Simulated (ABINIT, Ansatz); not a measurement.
# A GW chain in ABINIT: AlN (P6_3mc)

Aim: the G0W0 gap of AlN (P6_3mc) on PBE, step by step.

Method: PBE and many-body steps on it, plane waves, in ABINIT 10.8.3.

The database entry behind the starting cell differs from later determinations by our own check (inner coordinate u about 0.002 short), so it need not match the best structure at ambient conditions.

## Step 1: Set-up

The structure is hexagonal, space group P6_3mc (No. 186). The conventional cell has a = 3.113 Å, b = 3.113 Å, c = 4.981 Å, α = 90.00°, β = 90.00°, γ = 120.00°. Al has 4 N at 1.89 Å nearest. Nearest to N lie 4 Al at 1.89 Å. Farther neighbours and most contacts between anions are not listed.

As a file:

```cif
data_structure
_symmetry_space_group_name_H-M 'P 1'
_symmetry_Int_Tables_number 1
_cell_length_a 3.1130
_cell_length_b 3.1130
_cell_length_c 4.9810
_cell_angle_alpha 90.000
_cell_angle_beta 90.000
_cell_angle_gamma 120.000
_cell_volume 41.80
loop_
_atom_site_label
_atom_site_type_symbol
_atom_site_fract_x
_atom_site_fract_y
_atom_site_fract_z
_atom_site_occupancy
Al1 Al 0.33333 0.66667 0.00000 1
Al2 Al 0.66667 0.33333 0.50000 1
N3 N 0.33333 0.66667 0.38000 1
N4 N 0.66667 0.33333 0.88000 1
```

The cell and positions come from the Crystallography Open Database and are kept as given unless a step says otherwise.

## Step 2: Ground state

This step: ABINIT 10.8.3; DFT, PBE, plane waves, norm-conserving pseudopotentials.

The ground-state density comes first.

run.abi reads:

```
acell 3*1.0 Angstrom
rprim 
  3.113000000011 -0.000000000003 0.000000000000
  -1.556500000003 2.695937081992 0.000000000000
  0.000000000000 0.000000000000 4.981000000000
ntypat 2
znucl 13 7
natom 4
typat 1 1 2 2
xred 
  0.333333333333 0.666666666667 0.000000000000
  0.666666666667 0.333333333333 0.500000000000
  0.333333333333 0.666666666667 0.380000000000
  0.666666666667 0.333333333333 0.880000000000
pp_dirpath "pseudos"
pseudos "Al.upf, N.upf"
ecut 36
ngkpt 6 6 4
nshiftk 1
shiftk 0 0 0
kptopt 1
chksymbreak 0
nband 14
occopt 1
tolvrs 1e-10
nstep 60
prtwf 0
optforces 0
optstress 0
indata_prefix "in"
outdata_prefix "out"
tmpdata_prefix "tmp"
```

Started as:

```
OMP_NUM_THREADS=1 mpirun -n 4 abinit run.abi > log
```

Numbers of over 12 decimals in the logs are rounded to 6 here.

Log:

```text
.Version 10.8.3 of ABINIT. v10.8.2 released Aug 2026.

 Symmetries : space group P6_3 m c (#186); Bravais hP (primitive hexag.)
================================================================================
 Values of the parameters that define the memory need of the present run
     intxc =       0    ionmov =       0      iscf =       7    lmnmax =       6
     lnmax =       6     mgfft =      54  mpssoang =       3    mqgrid =    3001
     natom =       4  nloc_mem =       1    nspden =       1   nspinor =       1
    nsppol =       1      nsym =      12    n1xccc =    2501    ntypat =       2
    occopt =       1   xclevel =       2
-    mband =          14        mffmem =           1         mkmem =           6
       mpw =        2934          nfft =       55296          nkpt =          21
================================================================================
  Rough estimation (10% accuracy) of disk space for files :
================================================================================

--------------------------------------------------------------------------------
------------- Echo of variables that govern the present computation ------------
--------------------------------------------------------------------------------
 -outvars: echo values of preprocessed input variables --------
            acell      1.8897261259E+00  1.8897261259E+00  1.8897261259E+00 Bohr

      chksymbreak           0
             ecut      3.60000000E+01 Hartree
-          fftalg         312

              ixc     -101130
              kpt      0.00000000E+00  0.00000000E+00  0.00000000E+00
                       1.66666667E-01  0.00000000E+00  0.00000000E+00
                       3.33333333E-01  0.00000000E+00  0.00000000E+00
                       5.00000000E-01  0.00000000E+00  0.00000000E+00
                       1.66666667E-01  1.66666667E-01  0.00000000E+00
                       3.33333333E-01  1.66666667E-01  0.00000000E+00
                       3.33333333E-01  3.33333333E-01  0.00000000E+00
                       0.00000000E+00  0.00000000E+00  2.50000000E-01
                       1.66666667E-01  0.00000000E+00  2.50000000E-01
   [... 10 further rows ...]
                       3.33333333E-01  1.66666667E-01  5.00000000E-01
                       3.33333333E-01  3.33333333E-01  5.00000000E-01
         kptrlatt        6    0    0      0    6    0      0    0    4
          kptrlen      3.52963046E+01
P           mkmem           6
            natom           4
            nband          14
            ngfft          32      32      54
             nkpt          21
            nstep          60
             nsym          12
           ntypat           2
              occ      2.000000  2.000000  2.000000  2.000000  2.000000  2.000000
                       2.000000  2.000000  0.000000  0.000000  0.000000  0.000000
                       0.000000  0.000000
        optforces           0
        optstress           0
            prtwf           0
            rprim      3.1130000000E+00 -3.0000000000E-12  0.0000000000E+00
[...]
spgroup         186

           tolvrs      1.00000000E-10

             xred      3.3333333333E-01  6.6666666667E-01  1.1102230246E-16
[...]
znucl       13.00000    7.00000

================================================================================

 chkinp: Checking input parameters for consistency.

================================================================================
== DATASET  1 ==================================================================
-   mpi_nproc: 4, omp_nthreads: 1 (-1 if OMP is not activated)

--- !DatasetInfo
iteration_state: {dtset: 1, }
dimensions: {natom: 4, nkpt: 21, mband: 14, nsppol: 1, nspinor: 1, nspden: 1, mpw: 2934, }
cutoff_energies: {ecut:  36.0, pawecutdg:  -1.0, }
electrons: {nelect:   1.60000000E+01, charge:   0.00000000E+00, occopt:   1.00000000E+00, tsmear:   1.00000000E-02, }

 Real(R)+Recip(G) space primitive vectors, cartesian coordinates (Bohr,Bohr^-1):
 R(1)=  5.8827174  0.0000000  0.0000000  G(1)=  0.1699895  0.0981435  0.0000000
 R(2)= -2.9413587  5.0945827  0.0000000  G(2)=  0.0000000  0.1962869  0.0000000
 R(3)=  0.0000000  0.0000000  9.4127258  G(3)=  0.0000000  0.0000000  0.1062392
 Unit cell volume ucvol=  2.8209931E+02 bohr^3
 Angles (23,13,12)=  9.00000000E+01  9.00000000E+01  1.20000000E+02 degrees

 getcut: wavevector=  0.0000  0.0000  0.0000  ngfft=  32  32  54
         ecut(hartree)=     36.000   => boxcut(ratio)=   2.01398

--- Pseudopotential description ------------------------------------------------
- Al Generated using ONCVPSP code by D. R. Hamann
- 13.00000   3.00000  171031                  znucl, zion, pspdat
12 -101130 2 -1 1876                          pspcod,pspxc,lmax,lloc,mmax
     nproj     2     2     2
  pspatm : epsatm=    4.08140545
         --- l  ekb(1:nproj) -->
[...]
pspatm: atomic psp has been read  and splines computed

- N Generated using ONCVPSP code by D. R. Hamann
-  7.00000   5.00000  171031                  znucl, zion, pspdat
12 -101130 1 -1 1058                          pspcod,pspxc,lmax,lloc,mmax
     nproj     2     2     0
  pspatm : epsatm=    5.20977870
         --- l  ekb(1:nproj) -->
[...]
pspatm: atomic psp has been read  and splines computed

   2.97317893E+02                                ecore*ucvol(ha*bohr**3)
--------------------------------------------------------------------------------

_setup2: Arith. and geom. avg. npw (full set) are    2910.285    2910.260

================================================================================

--- !BeginCycle
iteration_state: {dtset: 1, }
solver: {iscf: 7, nstep: 60, nline: 4, wfoptalg: 0, }
tolerances: {tolvrs: 1.00E-10, }

     iter   Etot(hartree)      deltaE(h)  residm     vres2
 ETOT  1  -25.271539827214    -2.527E+01 6.107E-02 8.448E+02
 ETOT  2  -25.352258701810    -8.072E-02 1.435E-02 6.550E+02
 ETOT  3  -25.587401781115    -2.351E-01 2.152E-02 9.364E-01
 ETOT  4  -25.588085893888    -6.841E-04 8.287E-03 1.660E-02
 ETOT  5  -25.588088186692    -2.293E-06 3.580E-03 1.904E-03
 ETOT  6  -25.588088419180    -2.325E-07 1.893E-03 2.744E-05
 ETOT  7  -25.588088426564    -7.385E-09 1.489E-03 4.553E-06
 ETOT  8  -25.588088428187    -1.623E-09 1.240E-03 2.558E-08
 ETOT  9  -25.588088428195    -7.368E-12 2.108E-03 7.436E-10
 ETOT 10  -25.588088428195    -3.553E-13 1.204E-03 6.679E-11

 At SCF step   10       vres2   =  6.68E-11 < tolvrs=  1.00E-10 =>converged.

--- !ResultsGS
iteration_state: {dtset: 1, }
comment   : Summary of ground state results
lattice_vectors:
- [  5.8827174,  -0.0000000,   0.0000000, ]
- [ -2.9413587,   5.0945827,   0.0000000, ]
- [  0.0000000,   0.0000000,   9.4127258, ]
lattice_lengths: [   5.88272,    5.88272,    9.41273, ]
lattice_angles: [ 90.000,  90.000, 120.000, ] # degrees, (23, 13, 12)
lattice_volume:   2.8209931E+02
convergence: {deltae: -3.553E-13, res2:  6.679E-11, residm:  1.204E-03, diffor:  0.000E+00, }
etotal    :  -2.55880884E+01
entropy   :   0.00000000E+00
fermie    :   1.95302428E-01
cartesian_stress_tensor: null
pressure_GPa: null
xred      :
- [  3.3333E-01,   6.6667E-01,   1.1102E-16, Al]
- [  6.6667E-01,   3.3333E-01,   5.0000E-01, Al]
- [  3.3333E-01,   6.6667E-01,   3.8000E-01,  N]
- [  6.6667E-01,   3.3333E-01,   8.8000E-01,  N]
cartesian_forces: null
force_length_stats: {min: null, max: null, mean: null, }

 Integrated electronic density in atomic spheres:
 ------------------------------------------------
 Atom  Sphere_radius  Integrated_density
[...]
4        2.00000          5.37790308
================================================================================

 ----iterations are completed or convergence reached----

 Mean square residual over all n,k,spin=   65.436E-07; max=  12.038E-04
 reduced coordinates (array xred) for    4 atoms
       0.333333333333      0.666666666667      0.000000000000
       0.666666666667      0.333333333333      0.500000000000
       0.333333333333      0.666666666667      0.380000000000
       0.666666666667      0.333333333333      0.880000000000
 rms dE/dt=  0.0000E+00; max dE/dt=  0.0000E+00; dE/dt below (all hartree)
    1       0.000000000000      0.000000000000      0.000000000000
    2       0.000000000000      0.000000000000      0.000000000000
    3       0.000000000000      0.000000000000      0.000000000000
    4       0.000000000000      0.000000000000      0.000000000000

 cartesian coordinates (angstrom) at end:
    1      1.67e-12     1.797291     0.000000
    2      1.556500     0.898646     2.490500
    3      1.67e-12     1.797291     1.892780
    4      1.556500     0.898646     4.383280
 length scales=  1.889726125908  1.889726125908  1.889726125908 bohr
              =  1.000000000000  1.000000000000  1.000000000000 angstroms
 prteigrs : about to open file out_EIG
 Fermi (or HOMO) energy (hartree) =   0.19530   Average Vxc (hartree)=  -0.39340
 Eigenvalues (hartree) for nkpt=  21  k points:
 kpt#   1, nband= 14, wtk=  0.00694, kpt=  0.0000  0.0000  0.0000 (reduced coord)
  -0.36127   -0.28223   -0.02425    0.16476    0.16476    0.18869    0.18869    0.19530
   0.35040    0.44063    0.58456    0.60656    0.60656    0.67969
 prteigrs : prtvol=0 or 1, do not print more k-points.

--- !EnergyTerms
iteration_state     : {dtset: 1, }
comment             : Components of total free energy in Hartree
kinetic             :  1.63754067526022E+01
hartree             :  5.68913969397744E+00
xc                  : -8.49822455014195E+00
Ewald energy        : -2.17432241271520E+01
psp_core            :  1.05394762412788E+00
local_psp           : -1.71233917846310E+01
non_local_psp       : -1.34174203697761E+00
total_energy        : -2.55880884281950E+01
total_energy_eV     : -6.96287357515931E+02
band_energy         :  5.39239397939089E-02

== END DATASET(S) ==============================================================
================================================================================

 -outvars: echo values of variables after computation  --------
           etotal     -2.5588088428E+01
            nband          14
             nkpt          21
          spgroup         186
 [... the other variables as echoed above ...]

 Calculation completed.
```

Run time: 8.3 s. Hardware: 4 MPI ranks of Arm Neoverse V1, shared host; peak memory 0.28 GiB.

Numbers from this step:

```yaml
total_energy: -696.2874 eV
gap: 4.220 eV
k_of_the_valence_top: 0, 0, 0
k_of_the_conduction_bottom: 0, 0, 0
least_direct_gap: 4.220 eV
```

The gap is direct, at Γ.

(Continued in part 2 of 3.)

[Paths, hosts, dates, memory and timing lines, banners, echoed tables and standing remarks are left out of the program output.]

[Logs are printed without paths, hosts, clocks, repeated set-up lines and the standing remarks that a program may print on its own settings, such as how far it seeks lower states.]

[Runs of the session that timed out or met a known fault of the program may be left out.]

[Hosts, paths, dates, database ids (printed as entryN), source tags and the programs' standing remarks are cut or masked in the printed files.]

[G0W0 gaps are taken among the corrected bands and points alone; a level outside them can change the order at an edge.]

[Where Ansatz stands beside ABINIT at settings called matched, ABINIT's density can come from a denser mesh and the files from another edition; pairs whose starting gaps differed by over 0.03 eV were left out, so agreement reads better than it is.]
